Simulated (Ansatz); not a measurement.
## ZrO2 under changes of volume

One of the cells (10.990 Å³/atom); the others are scaled copies at fixed shape and fractional positions:

```
Zr O
1.0
     0.00000    2.54507    2.54507
     2.54507    0.00000    2.54507
     2.54507    2.54507    0.00000
Zr O
1 2
Direct
  0.00000 0.00000 0.00000
  0.75000 0.75000 0.75000
  0.25000 0.25000 0.25000
```

Measurements of this composition are mostly on another form, of space group No. 14.

* Program: Ansatz 0.2.0
* Functional: PBE
* Potentials or basis: Ansatz PAW
* Cutoff: 420 eV (not typed: the program's choice for these potentials)
* k mesh: 9 × 9 × 9
* Occupations: fermi-dirac, width 0.05 eV
* Spin: no spin polarisation

```csv
volume (Å³/atom),energy over the lowest point (meV/atom),pressure (GPa),gap on the mesh (eV)
10.331,?,?,?
10.551,26.63,14.9,3.52
10.770,10.35,9.0,3.47
10.990,1.71,3.7,3.41
11.210,0.00,-1.1,3.35
11.430,4.54,-5.4,3.30
11.650,14.64,-9.3,3.24
```

Problem. What does the run at 10.331 Å³/atom give?

Solution. Energy over the lowest point 51.52 meV/atom; pressure 21.4 GPa; gap on the mesh 3.58 eV.

Worked out: A Birch-Murnaghan fit of order 3 (a polynomial in V^(-2/3)) to the other rows has its minimum at 11.16 Å³/atom with B0 = V·E''(V) = 236 GPa and B' = 4.5. It gives 51.60 meV/atom at 10.331 Å³/atom, against the run's 51.52, and -dE/dV = 21.6 GPa, against 21.4. A straight line through the other rows of the gap, of slope -2.84 eV per unit of ln V, extrapolates to 3.58 eV, against the run's 3.58.

Energies are extrapolated to zero smearing.

Caveats: odd divisions of the mesh miss points on the zone boundary, where band edges often lie, so the gap on the mesh can be too wide.

A mesh can miss the band edges. Spin-orbit coupling on Zr is left out.
